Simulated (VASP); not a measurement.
Here is a VASP 6.6.1 calculation.

Contents of INCAR:

```
PREC = Accurate
ENCUT = 400
EDIFF = 1E-6
ISMEAR = 0
SIGMA = 0.01
LREAL = False
LASPH = True
NELM = 80
ALGO = Normal
ISIF = 2
LWAVE = False
LCHARG = False
GGA = PE
IVDW = 11
NBANDS = 17
ISYM = 0
```

Contents of KPOINTS:

```
Automatic mesh
0
Gamma
  1 1 1
```

Contents of POSCAR:

```
H3C                                     
1.0
   13.0840340850      0.0000000000      0.0000000000
    0.0000000000     13.5840340850      0.0000000000
    0.0000000000      0.0000000000     14.0840340850
  C               H             
     2     6
Selective dynamics
Direct
     0.5570134924999977    0.5127778825000036    0.5059189571000005   F   F   F
     0.4426308669913304    0.4945297837347574    0.4940493742662621   T   T   T
     0.5739209312434180    0.5510391182086894    0.5729630531916302   T   T   T
     0.6004582580339786    0.4434257698885968    0.5062483197544960   T   T   T
     0.5876875535384635    0.5583983893089022    0.4479938677832370   T   T   T
     0.4121626382587333    0.4488865039124454    0.5520661094625117   T   T   T
     0.4259463346976721    0.4562611605525146    0.4269380359640160   T   T   T
     0.3993767820835074    0.5640020758475355    0.4937415854468255   T   T   T
```

Potentials or basis: VASP PAW PBE potentials, release 64 (C, H).

Launch:

```console
$ cat potpaw_PBE.64/C/POTCAR potpaw_PBE.64/H/POTCAR > POTCAR
$ mpirun -np 4 vasp_gam > vasp.out
```

Q: Predict the largest force.

A: 0.066 eV/Å.

Q: Predict the gap between the frontier levels.

A: 7.57 eV.

Forces on the atoms (eV/Å):
```
C    0.064  0.011  0.008
C   -0.027 -0.008 -0.007
H   -0.010  0.003  0.008
H   -0.007 -0.011 -0.001
H   -0.008  0.004 -0.009
H   -0.004  0.002 -0.004
H   -0.005  0.003  0.006
H   -0.004 -0.004  0.000
```
